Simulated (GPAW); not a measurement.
# Ge (Fd-3m) in GPAW: notebook

Runs on Ge. Level: PBEsol. Tasks: relaxation of cell and atoms.

All numbers are computed with GPAW 26.7.0; they aren't measurements. Logs are shortened: lines on timing, memory, paths and dates and some standing lists are left out, and cuts for length are marked. The log counts tension as positive stress, the text compression.

## (1) The crystal as given

Symmetry: Fd-3m, No. 227, cubic system. The conventional cell has a = 5.658 Å, b = 5.658 Å, c = 5.658 Å, α = 90.00°, β = 90.00°, γ = 90.00°. Ge (site symmetry -43m) has 4 Ge at 2.45 Å as nearest neighbours.

## (2) Relaxation of cell and atoms, PBEsol

Input file run.py:

```python
from ase import Atoms
from ase.filters import FrechetCellFilter
from ase.io import write
from ase.optimize import BFGS
from gpaw import GPAW, PW, setup_paths

setup_paths.insert(0, '.')

atoms = Atoms(['Ge', 'Ge'],
              cell=[[0.0, 2.82891, 2.82891],
                    [2.82891, 0.0, 2.82891],
                    [2.82891, 2.82891, 0.0]],
              scaled_positions=[[0.75, 0.75, 0.75],
                                [0.5, 0.5, 0.5]],
              pbc=True)

calc = GPAW(mode=PW(600),
            xc='PBEsol',
            kpts={'size': (8, 8, 8), 'gamma': True},
            occupations={'name': 'fermi-dirac', 'width': 0.05},
            nbands=11,
            convergence={'density': 1e-05, 'forces': 0.0001},
            maxiter=150,
            txt='gpaw.txt')
atoms.calc = calc
opt = BFGS(FrechetCellFilter(atoms), trajectory='relax.traj', logfile='-')
done = opt.run(fmax=0.02, steps=60)
calc.write('gs.gpw')
write('result.traj', atoms)
print('Converged:', done)
print('Cell:', atoms.cell.cellpar().round(4))
print('Volume:', round(atoms.get_volume(), 4))
print(atoms.get_scaled_positions().round(5))
```

Potentials or basis: PAW data sets generated in the run's folder for this functional, pw.

Launch:

```sh
> gpaw-setup -f PBEsol Ge
> OMP_NUM_THREADS=1 python run.py
```

gpaw.txt:

```text
__  _  _
 | _ |_)|_||  |
 |__||  | ||/\| - 26.7.0

Input parameters:
  mode=PW(ecut=600.0),
  convergence={'density': 1e-05, 'forces': 0.0001},
  kpts=MonkhorstPack(size=(8, 8, 8), gamma=True),
  maxiter=150,
  nbands=11,
  occupations=Occupations(name='fermi-dirac', width=0.05),
  xc=XC(name='PBEsol')

Diagonalizing LCAO Hamiltonian
Converting LCAO to pw mode

           Ge

       Ge

Atoms  # Å, Bohr magnetons
|   | symbol |        x |        y |        z |    initial magnetic moments |
|---|--------|----------|----------|----------|-----------------------------|
| 0 |     Ge | 4.243365 | 4.243365 | 4.243365 | ( 0.0000,  0.0000,  0.0000) |
| 1 |     Ge | 2.828910 | 2.828910 | 2.828910 | ( 0.0000,  0.0000,  0.0000) |

Unit cell  # Å
| periodic |        x |        y |        z |  lengths |    angles |
|----------|----------|----------|----------|----------|-----------|
|      yes | 0.000000 | 2.828910 | 2.828910 | 4.000683 | 60.000000 |
|      yes | 2.828910 | 0.000000 | 2.828910 | 4.000683 | 60.000000 |
|      yes | 2.828910 | 2.828910 | 0.000000 | 4.000683 | 60.000000 |

Number of symmetries: 24
Symmetry operations  # r_c * U_cc + t_c -> r_c
|    | kind |            matrix            |
|----|------|------------------------------|
|  0 |  E   |  1, 0, 0,  0, 1, 0,  0, 0, 1 |
|  1 |  σ   |  1, 0, 0,  0, 0, 1,  0, 1, 0 |
|  2 |  σ   |  1, 0,-1,  0, 1,-1,  0, 0,-1 |
|  3 |  C3  |  1, 0,-1,  0, 0,-1,  0, 1,-1 |
|  4 |  C3  |  1,-1, 0,  0,-1, 1,  0,-1, 0 |
|  5 |  σ   |  1,-1, 0,  0,-1, 0,  0,-1, 1 |
|  6 |  σ   |  0, 1, 0,  1, 0, 0,  0, 0, 1 |
|  7 |  C3  |  0, 1, 0,  0, 0, 1,  1, 0, 0 |
|  8 |  C2  |  0, 1,-1,  1, 0,-1,  0, 0,-1 |
|  9 |  S4  |  0, 1,-1,  0, 0,-1,  1, 0,-1 |
| 10 |  C3  |  0, 0, 1,  1, 0, 0,  0, 1, 0 |
| 11 |  σ   |  0, 0, 1,  0, 1, 0,  1, 0, 0 |
| 12 |  S4  |  0, 0,-1,  1, 0,-1,  0, 1,-1 |
| 13 |  C3  |  0, 0,-1,  0, 1,-1,  1, 0,-1 |
| 14 |  S4  |  0,-1, 1,  1,-1, 0,  0,-1, 0 |
| 15 |  C2  |  0,-1, 1,  0,-1, 0,  1,-1, 0 |
| 16 |  C3  |  0,-1, 0,  1,-1, 0,  0,-1, 1 |
| 17 |  S4  |  0,-1, 0,  0,-1, 1,  1,-1, 0 |
| 18 |  S4  | -1, 1, 0, -1, 0, 1, -1, 0, 0 |
| 19 |  C3  | -1, 1, 0, -1, 0, 0, -1, 0, 1 |
| 20 |  C3  | -1, 0, 1, -1, 1, 0, -1, 0, 0 |
| 21 |  S4  | -1, 0, 1, -1, 0, 0, -1, 1, 0 |
| 22 |  σ   | -1, 0, 0, -1, 1, 0, -1, 0, 1 |
| 23 |  C2  | -1, 0, 0, -1, 0, 1, -1, 1, 0 |
[... 126 lines left out ...]
Energy contributions:
  Kinetic:          24.879887
  Coulomb:         -22.328459
  Zero:             -0.002438
  External:          0.000000
  Xc:              -12.388855
  Entropy:          -0.000888
  Spinorbit:         0.000000
  ----------------------------
  Free energy:      -9.840753
  Extrapolated:     -9.840308

dipole moment: (3.699756, 3.699756, 3.699756)  # |e|*Ang

Fermi level: 5.882
Eigenvalues  # (at kpt = [0.000, 0.000, 0.000])
| band index |      eig [eV] | occ [0-2] |
|------------|---------------|-----------|
|          0 |        -6.933 |     2.000 |
|          1 |         5.847 |     1.345 |
|          2 |         5.847 |     1.345 |
|          3 |         5.847 |     1.345 |
|          4 |         5.891 |     0.919 |
|          5 |         8.383 |     0.000 |
|          6 |         8.383 |     0.000 |
|          7 |         8.383 |     0.000 |
|          8 |        12.096 |     0.000 |
|          9 |        15.226 |     0.000 |
|         10 |        15.227 |     0.000 |

Gap: 0.044 eV
Transition (v -> c):
  (s=0, k=0, n=3, [0.00, 0.00, 0.00]) -> (s=0, k=0, n=4, [0.00, 0.00, 0.00])
No difference between direct/indirect transitions

Stress tensor  # eV/Ang^3
|         x |         y |         z |
|-----------|-----------|-----------|
| -0.005915 | -0.000000 | -0.000000 |
| -0.000000 | -0.005915 |  0.000000 |
| -0.000000 |  0.000000 | -0.005915 |

Forces  # eV/Ang
|        x |        y |        z |
|----------|----------|----------|
|  0.00000 | -0.00000 |  0.00000 |  # Ge   0
| -0.00000 | -0.00000 | -0.00000 |  # Ge   1

Interpolating wave functions to new cell

           Ge

       Ge

Atoms  # Å, Bohr magnetons
|   | symbol |        x |        y |        z |    initial magnetic moments |
|---|--------|----------|----------|----------|-----------------------------|
| 0 |     Ge | 4.247426 | 4.247426 | 4.247426 | ( 0.0000,  0.0000,  0.0000) |
| 1 |     Ge | 2.831617 | 2.831617 | 2.831617 | ( 0.0000,  0.0000,  0.0000) |

Unit cell  # Å
| periodic |        x |        y |        z |  lengths |    angles |
|----------|----------|----------|----------|----------|-----------|
|      yes | 0.000000 | 2.831617 | 2.831617 | 4.004511 | 60.000000 |
|      yes | 2.831617 | 0.000000 | 2.831617 | 4.004511 | 60.000000 |
|      yes | 2.831617 | 2.831617 | 0.000000 | 4.004511 | 60.000000 |

Number of symmetries: 24
Symmetry operations  # r_c * U_cc + t_c -> r_c
|    | kind |            matrix            |
|----|------|------------------------------|
|  0 |  E   |  1, 0, 0,  0, 1, 0,  0, 0, 1 |
|  1 |  σ   |  1, 0, 0,  0, 0, 1,  0, 1, 0 |
|  2 |  σ   |  1, 0,-1,  0, 1,-1,  0, 0,-1 |
|  3 |  C3  |  1, 0,-1,  0, 0,-1,  0, 1,-1 |
|  4 |  C3  |  1,-1, 0,  0,-1, 1,  0,-1, 0 |
|  5 |  σ   |  1,-1, 0,  0,-1, 0,  0,-1, 1 |
|  6 |  σ   |  0, 1, 0,  1, 0, 0,  0, 0, 1 |
|  7 |  C3  |  0, 1, 0,  0, 0, 1,  1, 0, 0 |
|  8 |  C2  |  0, 1,-1,  1, 0,-1,  0, 0,-1 |
|  9 |  S4  |  0, 1,-1,  0, 0,-1,  1, 0,-1 |
| 10 |  C3  |  0, 0, 1,  1, 0, 0,  0, 1, 0 |
| 11 |  σ   |  0, 0, 1,  0, 1, 0,  1, 0, 0 |
| 12 |  S4  |  0, 0,-1,  1, 0,-1,  0, 1,-1 |
| 13 |  C3  |  0, 0,-1,  0, 1,-1,  1, 0,-1 |
| 14 |  S4  |  0,-1, 1,  1,-1, 0,  0,-1, 0 |
| 15 |  C2  |  0,-1, 1,  0,-1, 0,  1,-1, 0 |
| 16 |  C3  |  0,-1, 0,  1,-1, 0,  0,-1, 1 |
| 17 |  S4  |  0,-1, 0,  0,-1, 1,  1,-1, 0 |
| 18 |  S4  | -1, 1, 0, -1, 0, 1, -1, 0, 0 |
| 19 |  C3  | -1, 1, 0, -1, 0, 0, -1, 0, 1 |
| 20 |  C3  | -1, 0, 1, -1, 1, 0, -1, 0, 0 |
| 21 |  S4  | -1, 0, 1, -1, 0, 0, -1, 1, 0 |
| 22 |  σ   | -1, 0, 0, -1, 1, 0, -1, 0, 1 |
| 23 |  C2  | -1, 0, 0, -1, 0, 1, -1, 1, 0 |
[... 124 lines left out ...]
Energy contributions:
  Kinetic:          24.532097
  Coulomb:         -22.041095
  Zero:             -0.002471
  External:          0.000000
  Xc:              -12.329080
  Entropy:          -0.000910
  Spinorbit:         0.000000
  ----------------------------
  Free energy:      -9.841460
  Extrapolated:     -9.841005

dipole moment: (3.697706, 3.697706, 3.697706)  # |e|*Ang

Fermi level: 5.844
Eigenvalues  # (at kpt = [0.000, 0.000, 0.000])
| band index |      eig [eV] | occ [0-2] |
|------------|---------------|-----------|
|          0 |        -6.941 |     2.000 |
|          1 |         5.816 |     1.276 |
|          2 |         5.816 |     1.276 |
|          3 |         5.816 |     1.276 |
|          4 |         5.833 |     1.106 |
|          5 |         8.351 |     0.000 |
|          6 |         8.351 |     0.000 |
|          7 |         8.351 |     0.000 |
|          8 |        12.059 |     0.000 |
|          9 |        15.188 |     0.000 |
|         10 |        15.188 |     0.000 |

No gap
No difference between direct/indirect transitions

Stress tensor  # eV/Ang^3
|         x |         y |         z |
|-----------|-----------|-----------|
| -0.004673 |  0.000000 |  0.000000 |
|  0.000000 | -0.004673 | -0.000000 |
|  0.000000 | -0.000000 | -0.004673 |

Forces  # eV/Ang
|       x |        y |       z |
|---------|----------|---------|
| 0.00000 | -0.00000 | 0.00000 |  # Ge   0
| 0.00000 | -0.00000 | 0.00000 |  # Ge   1

Interpolating wave functions to new cell

           Ge

       Ge

Atoms  # Å, Bohr magnetons
|   | symbol |        x |        y |        z |    initial magnetic moments |
|---|--------|----------|----------|----------|-----------------------------|
| 0 |     Ge | 4.262950 | 4.262950 | 4.262950 | ( 0.0000,  0.0000,  0.0000) |
| 1 |     Ge | 2.841967 | 2.841967 | 2.841967 | ( 0.0000,  0.0000,  0.0000) |

Unit cell  # Å
| periodic |         x |         y |         z |  lengths |    angles |
|----------|-----------|-----------|-----------|----------|-----------|
|      yes | -0.000000 |  2.841967 |  2.841967 | 4.019148 | 60.000000 |
|      yes |  2.841967 | -0.000000 |  2.841967 | 4.019148 | 60.000000 |
|      yes |  2.841967 |  2.841967 | -0.000000 | 4.019148 | 60.000000 |

Number of symmetries: 24
Symmetry operations  # r_c * U_cc + t_c -> r_c
|    | kind |            matrix            |
|----|------|------------------------------|
|  0 |  E   |  1, 0, 0,  0, 1, 0,  0, 0, 1 |
|  1 |  σ   |  1, 0, 0,  0, 0, 1,  0, 1, 0 |
|  2 |  σ   |  1, 0,-1,  0, 1,-1,  0, 0,-1 |
|  3 |  C3  |  1, 0,-1,  0, 0,-1,  0, 1,-1 |
|  4 |  C3  |  1,-1, 0,  0,-1, 1,  0,-1, 0 |
|  5 |  σ   |  1,-1, 0,  0,-1, 0,  0,-1, 1 |
|  6 |  σ   |  0, 1, 0,  1, 0, 0,  0, 0, 1 |
|  7 |  C3  |  0, 1, 0,  0, 0, 1,  1, 0, 0 |
|  8 |  C2  |  0, 1,-1,  1, 0,-1,  0, 0,-1 |
|  9 |  S4  |  0, 1,-1,  0, 0,-1,  1, 0,-1 |
| 10 |  C3  |  0, 0, 1,  1, 0, 0,  0, 1, 0 |
| 11 |  σ   |  0, 0, 1,  0, 1, 0,  1, 0, 0 |
| 12 |  S4  |  0, 0,-1,  1, 0,-1,  0, 1,-1 |
| 13 |  C3  |  0, 0,-1,  0, 1,-1,  1, 0,-1 |
| 14 |  S4  |  0,-1, 1,  1,-1, 0,  0,-1, 0 |
| 15 |  C2  |  0,-1, 1,  0,-1, 0,  1,-1, 0 |
| 16 |  C3  |  0,-1, 0,  1,-1, 0,  0,-1, 1 |
| 17 |  S4  |  0,-1, 0,  0,-1, 1,  1,-1, 0 |
| 18 |  S4  | -1, 1, 0, -1, 0, 1, -1, 0, 0 |
| 19 |  C3  | -1, 1, 0, -1, 0, 0, -1, 0, 1 |
| 20 |  C3  | -1, 0, 1, -1, 1, 0, -1, 0, 0 |
| 21 |  S4  | -1, 0, 1, -1, 0, 0, -1, 1, 0 |
| 22 |  σ   | -1, 0, 0, -1, 1, 0, -1, 0, 1 |
| 23 |  C2  | -1, 0, 0, -1, 0, 1, -1, 1, 0 |
[... 125 lines left out ...]
Energy contributions:
  Kinetic:          23.219344
  Coulomb:         -20.956039
  Zero:             -0.002537
  External:          0.000000
  Xc:              -12.102549
  Entropy:          -0.000938
  Spinorbit:         0.000000
  ----------------------------
  Free energy:      -9.842718
  Extrapolated:     -9.842249

dipole moment: (3.689889, 3.689889, 3.689889)  # |e|*Ang

Fermi level: 5.703
Eigenvalues  # (at kpt = [0.000, 0.000, 0.000])
| band index |      eig [eV] | occ [0-2] |
|------------|---------------|-----------|
|          0 |        -6.975 |     2.000 |
|          1 |         5.617 |     1.694 |
|          2 |         5.700 |     1.030 |
|          3 |         5.700 |     1.030 |
|          4 |         5.700 |     1.030 |
|          5 |         8.229 |     0.000 |
|          6 |         8.229 |     0.000 |
|          7 |         8.229 |     0.000 |
|          8 |        11.915 |     0.000 |
|          9 |        15.044 |     0.000 |
|         10 |        15.044 |     0.000 |

No gap
No difference between direct/indirect transitions

Stress tensor  # eV/Ang^3
|         x |         y |         z |
|-----------|-----------|-----------|
| -0.000051 |  0.000000 |  0.000000 |
|  0.000000 | -0.000051 | -0.000000 |
|  0.000000 | -0.000000 | -0.000051 |

Forces  # eV/Ang
|        x |        y |        z |
|----------|----------|----------|
|  0.00000 | -0.00000 | -0.00000 |  # Ge   0
| -0.00000 | -0.00000 |  0.00000 |  # Ge   1

# Writing to gs.gpw (mode='')
```

Wall time 24 s (1 thread of Arm Neoverse V2, shared host); peak memory 0.17 GiB.

Results:

```yaml
Free_energy: -9.8427 eV
Relaxed_volume: 22.95 Å³/atom
Relaxed_cell: a = 4.019 Å, b = 4.019 Å, c = 4.019 Å, α = 60.00°, β = 60.00°, γ = 60.00°
Space_group_after_relaxing_to_0.05_Å: Fd-3m (No. 227)
Energy_gained_by_relaxing: 1.0 meV/atom
Ionic_steps: 3
Pressure_after_relaxing: 0.0 GPa
Band_gap_on_the_k_mesh: none (metal or under the smearing width)
```

The path:
| step | energy change (eV) | largest force (eV/Å) | pressure (GPa) | volume (Å³) |
| --- | --- | --- | --- | --- |
| 1 | 0.0000 | 0.0000 | 0.95 | 45.28 |
| 2 | -0.0007 | 0.0000 | 0.75 | 45.41 |
| 3 | -0.0019 | 0.0000 | 0.01 | 45.91 |

Final structure:
```yaml
crystal:
  lattice:
    - [0.00000, 2.84197, 2.84197]
    - [2.84197, 0.00000, 2.84197]
    - [2.84197, 2.84197, 0.00000]
  atoms:
    - { symbol: Ge, position: [0.75000, 0.75000, 0.75000] }
    - { symbol: Ge, position: [0.50000, 0.50000, 0.50000] }
```

Levels at points of the mesh, in eV from the Fermi level:
```
           k point  band 2  band 3  band 4  band 5  band 6  band 7
(0.00, 0.00, 0.00)   -0.09    0.00    0.00    0.00    2.53    2.53
(0.50, 0.50, 0.00)   -8.85   -3.04   -3.04    0.67    0.67    9.39
(0.50, 0.50, 0.50)   -7.56   -1.39   -1.39    0.09    3.70    3.70
```

Caveat: later steps reuse the first step's grids.

## (3) Relaxation of cell and atoms, PBEsol, target pressure 2 GPa, at which the enthalpy is minimised

Changes to run.py since step 2:

```diff
@@ -4,2 +4,3 @@
 from ase.optimize import BFGS
+from ase.units import GPa
 from gpaw import GPAW, PW, setup_paths
@@ -25,3 +26,3 @@
 atoms.calc = calc
-opt = BFGS(FrechetCellFilter(atoms), trajectory='relax.traj', logfile='-')
+opt = BFGS(FrechetCellFilter(atoms, scalar_pressure=2 * GPa), trajectory='relax.traj', logfile='-')
 done = opt.run(fmax=0.02, steps=60)
```

Potentials or basis: PAW data sets generated in the run's folder for this functional, pw.

Launch:

```sh
> gpaw-setup -f PBEsol Ge
> OMP_NUM_THREADS=1 python run.py
```

It took 24 s on 1 thread of Arm Neoverse V2, shared host; peak memory 0.17 GiB.

The run converged. Its results:

| Quantity | Value |
| --- | --- |
| Free energy | -9.8345 eV |
| Relaxed volume | 22.31 Å³/atom |
| Relaxed cell | a = 3.981 Å, b = 3.981 Å, c = 3.981 Å, α = 60.00°, β = 60.00°, γ = 60.00° |
| Space group after relaxing (to 0.05 Å) | Fd-3m (No. 227) |
| Energy change on relaxing (the enthalpy is what falls) | +3.1 meV/atom |
| Ionic steps | 3 |
| Pressure after relaxing | 2.0 GPa |
| Band gap on the k mesh | 0.18 eV, direct |

The path:
| step | energy change (eV) | largest force (eV/Å) | pressure (GPa) | volume (Å³) |
| --- | --- | --- | --- | --- |
| 1 | 0.0000 | 0.0000 | 0.95 | 45.28 |
| 2 | 0.0010 | 0.0000 | 1.17 | 45.13 |
| 3 | 0.0061 | 0.0000 | 2.03 | 44.62 |

Final structure:
```
Ge
1.0
     0.00000    2.81504    2.81504
     2.81504    0.00000    2.81504
     2.81504    2.81504    0.00000
Ge
2
Cartesian
  4.2226 4.2226 4.2226
  2.8150 2.8150 2.8150
```

Levels at points of the mesh, in eV from the valence-band top:
| k point | band 1 | band 2 | band 3 | band 4 | band 5 | band 6 | band 7 |
| --- | --- | --- | --- | --- | --- | --- | --- |
| (0.00, 0.00, 0.00) | -12.89 | 0.00 | 0.00 | 0.00 | 0.18 | 2.54 | 2.54 |
| (0.50, 0.50, 0.00) | -8.96 | -8.96 | -3.14 | -3.14 | 0.63 | 0.63 | 9.63 |
| (0.50, 0.50, 0.50) | -10.78 | -7.69 | -1.43 | -1.43 | 0.18 | 3.71 | 3.71 |

Caveat: later steps reuse the first step's grids. PBEsol gaps usually lie below the measured ones, often by a third to a half.

## (4) Against experiment

Step 2. The cell as given is a measured one (22.64 Å³/atom); PBEsol puts the equilibrium volume +1.4 % from it, thermal expansion not counted.
